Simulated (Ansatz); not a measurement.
Results of LDA (Ansatz, a first-principles code, PAW) for rock-salt NaBr.

Run with plane-wave cutoff 520 eV, 10×10×10 k mesh, Fermi–Dirac smearing 0.01 eV, scalar-relativistic PAW data made under PBE.

Pressure at four volumes; x = ln(V/24.164 Å³). One pressure is withheld.

```tsv
V (Å³/atom)	x	P (GPa)
22.714	-0.0619	1.944
24.164	0.0000	0.035
25.131	0.0392	-0.917
25.614	0.0583	?
```

Pass a parabola P(x) through the three rows shown, estimate the bulk modulus and its pressure derivative near zero pressure, and predict the withheld pressure.

Slopes between the rows: (0.035 − (1.944))/(0.0000 − (-0.0619)) = -30.84 and (-0.917 − (0.035))/(0.0392 − (0.0000)) = -24.29 GPa. Their difference over the span 0.1011 is c = 6.55/0.1011 = 64.8 GPa, so P(x) = 1.944 + (-30.84)(x − (-0.0619)) + 64.8 (x − (-0.0619))(x − (0.0000)). At the middle row B = −dP/dx = −[-30.84 + 64.8 × 0.0619] = 26.8 GPa, and B′ = dB/dP = 2c/B = 4.8. At x = 0.0583 the parabola gives -1.309 GPa; the run gives -1.317 GPa. The Birch–Murnaghan fit to the energies at all volumes has B0 = 26.5 GPa and B′ = 4.8.

Measured, for comparison: bulk modulus 22.6 GPa (4 K, zero-point motion not removed; as tabulated in Doll and Stoll (1998), arXiv:cond-mat/9801031). Computed (rounded) less measured: bulk modulus +17 %.
